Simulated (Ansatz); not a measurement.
Born–Oppenheimer molecular dynamics of a periodic cell of 16 atoms, Si (start crystal Si, start structure diamond, volume 1 times the crystal's). It starts from a structure without forces on its atoms.

The calculation used DFT PBEsol, scalar-relativistic, plane waves, PAW (Ansatz). Settings: accuracy low, cutoff 420 eV, k mesh 2x2x2, fermi-dirac smearing 0.17 eV, no spin polarisation.

| Item | Value |
| --- | --- |
| ensemble | NVT, Langevin thermostat |
| time step | 2 fs |
| steps asked | 90 |
| set temperature | 2000 K |
| friction | 0.02 /fs |
| seed | 496492 |

Frames 2 fs apart, positions in Å.

Velocities at 100.0 fs (Å/ps):

```
Si -4.02 0.64 3.13
Si -0.18 5.75 -2.48
Si 5.64 2.31 3.19
Si -3.03 9.25 -15.93
Si 0.96 -5.29 7.14
Si -8.06 8.56 -5.52
Si -4.69 -1.66 -6.87
Si -15.36 -3.98 2.70
Si -3.46 -9.59 -6.85
Si -1.34 -1.30 3.45
Si 10.86 8.15 9.37
Si 9.89 -0.03 -8.24
Si 5.89 -7.63 -0.50
Si 0.53 5.58 -9.25
Si -2.32 -12.20 -0.74
Si 4.04 11.69 8.98
```

```xyz
16
Lattice="0.0000 5.4300 5.4300 5.4300 0.0000 5.4300 5.4300 5.4300 0.0000" Properties=species:S:1:pos:R:3 time_fs=100.0 energy_less_start_eV=4.160 T=1579
Si -0.101 0.159 0.015
Si 1.573 1.200 1.330
Si 2.969 2.841 -0.176
Si 3.839 3.971 1.496
Si 2.760 -0.174 2.208
Si 4.082 1.304 3.989
Si 5.350 2.883 2.779
Si 7.037 4.120 4.044
Si 0.206 2.491 2.692
Si 1.253 4.012 4.015
Si 2.406 5.676 2.824
Si 4.326 6.622 3.950
Si 2.648 3.013 5.291
Si 4.311 3.925 6.604
Si 5.743 5.278 5.566
Si 6.804 6.886 6.731
16
Lattice="0.0000 5.4300 5.4300 5.4300 0.0000 5.4300 5.4300 5.4300 0.0000" Properties=species:S:1:pos:R:3 time_fs=102.0 energy_less_start_eV=3.843 T=1765
Si -0.110 0.160 0.021
Si 1.572 1.216 1.321
Si 2.978 2.841 -0.166
Si 3.831 3.990 1.466
Si 2.765 -0.186 2.226
Si 4.064 1.322 3.979
Si 5.341 2.879 2.762
Si 7.007 4.111 4.051
Si 0.199 2.474 2.677
Si 1.246 4.011 4.018
Si 2.427 5.688 2.842
Si 4.347 6.622 3.933
Si 2.660 2.994 5.290
Si 4.317 3.934 6.584
Si 5.737 5.253 5.565
Si 6.811 6.909 6.749
16
Lattice="0.0000 5.4300 5.4300 5.4300 0.0000 5.4300 5.4300 5.4300 0.0000" Properties=species:S:1:pos:R:3 time_fs=104.0 energy_less_start_eV=3.515 T=2052
Si -0.119 0.160 0.027
Si 1.569 1.238 1.307
Si 2.984 2.837 -0.153
Si 3.823 4.011 1.441
Si 2.779 -0.199 2.250
Si 4.045 1.340 3.966
Si 5.333 2.876 2.741
Si 6.979 4.103 4.056
Si 0.192 2.457 2.658
Si 1.235 4.016 4.016
Si 2.449 5.692 2.862
Si 4.369 6.624 3.922
Si 2.671 2.968 5.290
Si 4.329 3.941 6.558
Si 5.733 5.234 5.561
Si 6.817 6.929 6.771
16
Lattice="0.0000 5.4300 5.4300 5.4300 0.0000 5.4300 5.4300 5.4300 0.0000" Properties=species:S:1:pos:R:3 time_fs=106.0 energy_less_start_eV=3.227 T=1956
Si -0.125 0.156 0.034
Si 1.564 1.267 1.289
Si 2.991 2.837 -0.145
Si 3.818 4.038 1.421
Si 2.793 -0.212 2.282
Si 4.022 1.357 3.947
Si 5.322 2.875 2.723
Si 6.951 4.097 4.061
Si 0.185 2.438 2.638
Si 1.223 4.026 4.013
Si 2.470 5.694 2.885
Si 4.387 6.626 3.916
Si 2.676 2.941 5.292
Si 4.341 3.945 6.533
Si 5.730 5.226 5.554
Si 6.821 6.948 6.794
16
Lattice="0.0000 5.4300 5.4300 5.4300 0.0000 5.4300 5.4300 5.4300 0.0000" Properties=species:S:1:pos:R:3 time_fs=108.0 energy_less_start_eV=3.015 T=1954
Si -0.130 0.149 0.046
Si 1.562 1.297 1.266
Si 2.998 2.833 -0.144
Si 3.820 4.063 1.409
Si 2.806 -0.225 2.315
Si 3.997 1.374 3.928
Si 5.305 2.877 2.702
Si 6.923 4.095 4.065
Si 0.180 2.422 2.616
Si 1.209 4.037 4.011
Si 2.485 5.695 2.907
Si 4.405 6.624 3.911
Si 2.678 2.915 5.295
Si 4.351 3.947 6.514
Si 5.727 5.225 5.544
Si 6.825 6.965 6.816
16
Lattice="0.0000 5.4300 5.4300 5.4300 0.0000 5.4300 5.4300 5.4300 0.0000" Properties=species:S:1:pos:R:3 time_fs=110.0 energy_less_start_eV=2.861 T=2109
Si -0.134 0.140 0.063
Si 1.564 1.321 1.241
Si 3.002 2.819 -0.146
Si 3.829 4.084 1.404
Si 2.820 -0.239 2.348
Si 3.971 1.388 3.910
Si 5.293 2.881 2.677
Si 6.893 4.092 4.063
Si 0.175 2.405 2.593
Si 1.195 4.057 4.013
Si 2.496 5.693 2.926
Si 4.430 6.619 3.906
Si 2.679 2.887 5.299
Si 4.355 3.948 6.498
Si 5.727 5.228 5.532
Si 6.829 6.977 6.841
16
Lattice="0.0000 5.4300 5.4300 5.4300 0.0000 5.4300 5.4300 5.4300 0.0000" Properties=species:S:1:pos:R:3 time_fs=112.0 energy_less_start_eV=2.731 T=2087
Si -0.134 0.127 0.080
Si 1.571 1.341 1.213
Si 3.004 2.800 -0.150
Si 3.840 4.103 1.403
Si 2.835 -0.251 2.387
Si 3.947 1.397 3.893
Si 5.289 2.886 2.653
Si 6.859 4.090 4.060
Si 0.172 2.392 2.574
Si 1.180 4.083 4.014
Si 2.510 5.687 2.943
Si 4.457 6.616 3.906
Si 2.679 2.858 5.299
Si 4.354 3.951 6.490
Si 5.728 5.236 5.521
Si 6.832 6.988 6.867
16
Lattice="0.0000 5.4300 5.4300 5.4300 0.0000 5.4300 5.4300 5.4300 0.0000" Properties=species:S:1:pos:R:3 time_fs=114.0 energy_less_start_eV=2.636 T=2379
Si -0.132 0.117 0.097
Si 1.579 1.358 1.180
Si 3.009 2.776 -0.155
Si 3.852 4.124 1.405
Si 2.848 -0.258 2.432
Si 3.924 1.404 3.873
Si 5.286 2.892 2.629
Si 6.824 4.085 4.059
Si 0.174 2.387 2.561
Si 1.165 4.111 4.013
Si 2.529 5.681 2.961
Si 4.481 6.612 3.910
Si 2.685 2.831 5.295
Si 4.347 3.952 6.484
Si 5.727 5.251 5.511
Si 6.835 7.005 6.891
16
Lattice="0.0000 5.4300 5.4300 5.4300 0.0000 5.4300 5.4300 5.4300 0.0000" Properties=species:S:1:pos:R:3 time_fs=116.0 energy_less_start_eV=2.610 T=2110
Si -0.126 0.112 0.113
Si 1.589 1.373 1.141
Si 3.016 2.748 -0.156
Si 3.863 4.147 1.408
Si 2.858 -0.259 2.478
Si 3.903 1.408 3.854
Si 5.282 2.897 2.609
Si 6.795 4.080 4.061
Si 0.175 2.385 2.554
Si 1.151 4.139 4.013
Si 2.544 5.673 2.979
Si 4.501 6.605 3.916
Si 2.697 2.801 5.288
Si 4.341 3.951 6.482
Si 5.725 5.273 5.502
Si 6.836 7.022 6.914
16
Lattice="0.0000 5.4300 5.4300 5.4300 0.0000 5.4300 5.4300 5.4300 0.0000" Properties=species:S:1:pos:R:3 time_fs=118.0 energy_less_start_eV=2.676 T=2117
Si -0.117 0.109 0.131
Si 1.599 1.385 1.102
Si 3.022 2.723 -0.154
Si 3.870 4.169 1.410
Si 2.869 -0.255 2.519
Si 3.891 1.413 3.838
Si 5.277 2.906 2.594
Si 6.770 4.080 4.062
Si 0.174 2.389 2.551
Si 1.138 4.168 4.016
Si 2.557 5.662 2.995
Si 4.518 6.597 3.921
Si 2.712 2.765 5.280
Si 4.340 3.947 6.484
Si 5.718 5.301 5.496
Si 6.838 7.040 6.936
16
Lattice="0.0000 5.4300 5.4300 5.4300 0.0000 5.4300 5.4300 5.4300 0.0000" Properties=species:S:1:pos:R:3 time_fs=120.0 energy_less_start_eV=2.832 T=2336
Si -0.106 0.108 0.151
Si 1.614 1.391 1.063
Si 3.023 2.701 -0.155
Si 3.872 4.196 1.415
Si 2.884 -0.249 2.559
Si 3.884 1.415 3.824
Si 5.267 2.918 2.581
Si 6.741 4.083 4.059
Si 0.174 2.402 2.552
Si 1.127 4.195 4.020
Si 2.566 5.648 3.010
Si 4.534 6.589 3.924
Si 2.728 2.731 5.268
Si 4.337 3.943 6.483
Si 5.706 5.335 5.493
Si 6.843 7.060 6.957
16
Lattice="0.0000 5.4300 5.4300 5.4300 0.0000 5.4300 5.4300 5.4300 0.0000" Properties=species:S:1:pos:R:3 time_fs=122.0 energy_less_start_eV=3.041 T=2207
Si -0.097 0.108 0.164
Si 1.634 1.397 1.024
Si 3.021 2.683 -0.156
Si 3.869 4.226 1.416
Si 2.902 -0.243 2.597
Si 3.880 1.411 3.809
Si 5.253 2.927 2.570
Si 6.712 4.088 4.055
Si 0.174 2.415 2.552
Si 1.114 4.213 4.024
Si 2.575 5.629 3.022
Si 4.547 6.583 3.932
Si 2.741 2.701 5.250
Si 4.329 3.943 6.482
Si 5.698 5.378 5.488
Si 6.852 7.079 6.978
```

Of the whole run (180 fs, mean temperature of the second half 1870 K): A run of 0.18 ps of so small a system gives no equilibrium averages. Limits of this set-up: coarse k mesh, low accuracy level.

Run time: 16 min on 1 thread of Arm Neoverse N1, with other jobs on the host, peak memory 0.6 GiB.
